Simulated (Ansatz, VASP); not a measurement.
**Yb in VASP and in Ansatz**

Contents of INCAR:

```
PREC = Accurate ; ENCUT = 520
EDIFF = 1E-7 ; ISMEAR = -1
SIGMA = 0.05 ; LREAL = F
LASPH = T ; NELM = 150
ALGO = Normal ; ISIF = 2
LWAVE = F ; LCHARG = F
ISPIN = 2 ; MAGMOM = 1
LORBIT = 11 ; LMAXMIX = 6
GGA = CA ; NBANDS = 22
```

The input KPOINTS:

```
Automatic mesh
0
Gamma
  5 5 5
```

POSCAR

```
Yb
1.0
   -2.1514830000      2.1514830000      2.1514830000
    2.1514830000     -2.1514830000      2.1514830000
    2.1514830000      2.1514830000     -2.1514830000
Yb
1
Direct
    0.0000000000      0.0000000000      0.0000000000
```

Contents of input.yaml:

```yaml
crystal:
  lattice:
    - [-2.151483, 2.151483, 2.151483]
    - [2.151483, -2.151483, 2.151483]
    - [2.151483, 2.151483, -2.151483]
  atoms:
    - { symbol: Yb, position: [0.0, 0.0, 0.0], spin: 1.0 }
hamiltonian:
  xc: lda
  pseudopotentials: { kind: paw }
magnetization:
  spin_polarized: true
kpoints:
  mp_grid: { grid: [5, 5, 5] }
  band_path:
    path:
      - [[0.0, 0.0, 0.0], [0.5, -0.5, 0.5], [0.0, 0.0, 0.5], [0.0, 0.0, 0.0], [0.25, 0.25, 0.25], [0.5, -0.5, 0.5]]
      - [[0.25, 0.25, 0.25], [0.0, 0.0, 0.5]]
    npoints: 14
scf:
  occupations: { method: fermi_dirac, width: 0.05 }
  n_extra_bands: 6
output:
  forces: true
  stress: true
  eigenvalues: true
  fatbands: true
```

This isn't the form of Yb at room conditions, which is fcc.

Alike in both runs: functional LDA; k mesh 5 × 5 × 5; occupations fermi-dirac, width 0.05 eV; collinear spin.

```csv
,VASP,Ansatz
version,VASP 6.6.1,Ansatz 0.2.0
potentials or method,"VASP PAW PBE potentials, release 64 (Yb)",Ansatz PAW
plane-wave cutoff (eV),520,420
valence electrons in the cell,24,24
task,single point,band structure
```

```csv
,VASP,Ansatz,Ansatz less VASP
gap on the k mesh at the Fermi level (eV),none,none,-
pressure (GPa),-5.1,-4.8,+0.32
net moment per atom (μB),0.00,0.00,0.000
```

A gap of «none» marks a metal or a gap that the smearing closes.

Caveats: the k mesh is coarse (spacing up to 0.41 Å⁻¹), so the values aren't converged; spin-orbit coupling is left out, which moves the levels of the heavy elements; the PAW data sets were made with another functional, which shifts forces and pressure a little (VASP); the PAW data sets come from PBE, with cores solved anew for the run's functional, which leaves a small shift of forces and pressure (Ansatz); the starting moments weren't kept (Ansatz). The state reached can hang on the start; a lower one may exist.
